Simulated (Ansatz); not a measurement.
The system is WC.

```
W C
1.0
     0.00000    2.19268    2.19268
     2.19268    0.00000    2.19268
     2.19268    2.19268    0.00000
W C
1 1
Direct
  0.00000 0.00000 0.00000
  0.50000 0.50000 0.50000
```

Measurements of this composition are mostly on another form, of space group No. 187.

Base run:

| Quantity | Value |
| --- | --- |
| Program | Ansatz 0.2.0 |
| Functional | LDA |
| Potentials or basis | Ansatz PAW |
| Cutoff | 420 eV |
| Density cutoff | 1680 eV |
| k mesh | 10 × 10 × 10 |
| Occupations | fermi-dirac, width 0.05 eV |
| Spin | no spin polarisation |
| Hubbard terms | W d U = 8 eV |

Its results: band gap on the k mesh none (metal or under the smearing width); pressure -14.7 GPa.

Q: The run is repeated on the same cell with these changes: hubbard terms from W d U = 8 eV to none; hubbard projectors from ortho-atomic (the default) to none. What comes out?

A: Band gap on the k mesh none (metal or under the smearing width); pressure -16.1 GPa.

Caveats: the PAW data sets come from PBE, with cores solved anew for the run's functional, which leaves a small shift of forces and pressure; U without spin polarisation on a metal has little footing (some runs); the U is typed as a test and isn't derived for this compound (some runs); the density of states is complete only up to the lowest level of the last band computed (some runs); so large a pressure means that the cell lies far from this level's equilibrium, or that cutoff or potentials fall short (some runs).

Not every run made on this cell is shown here.
